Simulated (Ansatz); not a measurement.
Point defect: Te vacancy in Te₂Mo

These are results of DFT PBE, scalar-relativistic, plane waves, PAW in Ansatz 0.2.0, not measurements. (420 eV cutoff, 2×2×2 k-mesh, Gaussian smearing of 0.01 eV, collinear spin)

Host crystal, relaxed:

```
CELL_PARAMETERS angstrom
3.55666 0.00000 0.00000
-1.77833 3.08016 0.00000
0.00000 0.00000 15.33161
ATOMIC_POSITIONS crystal
Te 0.33333 0.66667 0.63207
Te 0.66667 0.33333 0.13207
Te 0.66667 0.33333 0.36793
Te 0.33333 0.66667 0.86793
Mo 0.33333 0.66667 0.25000
Mo 0.66667 0.33333 0.75000
```

Supercell of 24 atoms, rows in host cell vectors: -2 0 0; 0 -2 0; 0 0 1. Atoms relax at the host's cell from a start displaced at random by 0.05 Å near the defect, so other minima may exist. The cell is small, so energies carry finite-size errors of tenths of an eV. The host's Kohn–Sham gap is 0.97 eV. Atoms are taken from and returned to the elements' standard states. Charged cells are corrected for image charges with the computed static dielectric tensor (mean 15.4) and aligned with the host's potential at far atoms (alignment terms reach 0.98 eV; the program doubts the alignment in some charges, where it is up to 0.98 eV). No band-filling term is added, and the Fermi level counts from the host's valence band top.

Spin-orbit coupling is left out, which matters for the bands and energies of heavy elements. Starting moments were lost in some runs.

Defect: Te vacancy set at (0.333, 0.667, 0.632) of the host cell. Before relaxation its nearest neighbours are 3 Mo at 2.74 Å.

```json
{"charge": "0", "E_f at the valence band top (eV)": "2.73", "over the neutral state (eV)": "0.00", "moment (μB)": "0.00", "largest move (Å)": "0.09", "atoms near the site": "2 Mo at 2.67 Å, 1 Mo at 2.68 Å"}
{"charge": "-1", "E_f at the valence band top (eV)": "3.32", "over the neutral state (eV)": "0.59", "moment (μB)": "1.00", "largest move (Å)": "0.06", "atoms near the site": "2 Mo at 2.70 Å, 1 Mo at 2.71 Å"}
{"charge": "-2", "E_f at the valence band top (eV)": "3.76", "over the neutral state (eV)": "1.03", "moment (μB)": "0.50", "largest move (Å)": "0.18", "atoms near the site": "1 Mo at 2.68 Å, 1 Mo at 2.69 Å, 1 Mo at 2.74 Å"}
{"charge": "-3", "E_f at the valence band top (eV)": "3.72", "over the neutral state (eV)": "0.99", "moment (μB)": "0.00", "largest move (Å)": "0.28", "atoms near the site": "2 Mo at 2.70 Å, 1 Mo at 2.73 Å"}
```

Among the charges computed the stable one is 0 at the valence band top, changing to -3 at 0.33 eV. In charge -1, -2, -3 the cell has partly filled bands: a level of the defect may be part filled, the carrier may sit in the host's bands, or levels may cross between the k points, so transitions that involve it are doubtful. Fractional moments come from partly filled bands of the small cell.